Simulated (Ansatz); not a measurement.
CdSe under changes of volume

One of the cells (23.738 Å³/atom); the others are scaled copies at fixed shape and fractional positions:

```
Cd Se
1.0
     0.00000    2.87396    2.87396
     2.87396    0.00000    2.87396
     2.87396    2.87396    0.00000
Cd Se
1 1
Direct
  0.00000 0.00000 0.00000
  0.50000 0.50000 0.50000
```

Measurements of this composition are mostly on another form, of space group No. 186.

| Property | Result |
| --- | --- |
| Program | Ansatz 0.2.0 |
| Functional | PBE |
| Potentials or basis | Ansatz PAW |
| Cutoff | 420 eV (not typed: the program's choice for these potentials) |
| k mesh | 8 × 8 × 8 |
| Occupations | fermi-dirac, width 0.05 eV |
| Spin | no spin polarisation |

```tsv
volume (Å³/atom)	energy over the lowest point (meV/atom)	pressure (GPa)
22.314	14.67	3.9
22.788	5.54	2.3
23.263	0.82	0.9
23.738	0.00	-0.3
24.213	2.60	-1.4
24.687	?	?
25.162	16.66	-3.3
```

Problem. What does the run at 24.687 Å³/atom give?

Solution. Energy over the lowest point 8.25 meV/atom; pressure -2.4 GPa.

Worked out: A Birch-Murnaghan fit of order 3 (a polynomial in V^(-2/3)) to the other rows has its minimum at 23.61 Å³/atom with B0 = V·E''(V) = 60 GPa and B' = 5.1. It gives 8.28 meV/atom at 24.687 Å³/atom, against the run's 8.25, and -dE/dV = -2.4 GPa, against -2.4.

Energies are extrapolated to zero smearing.
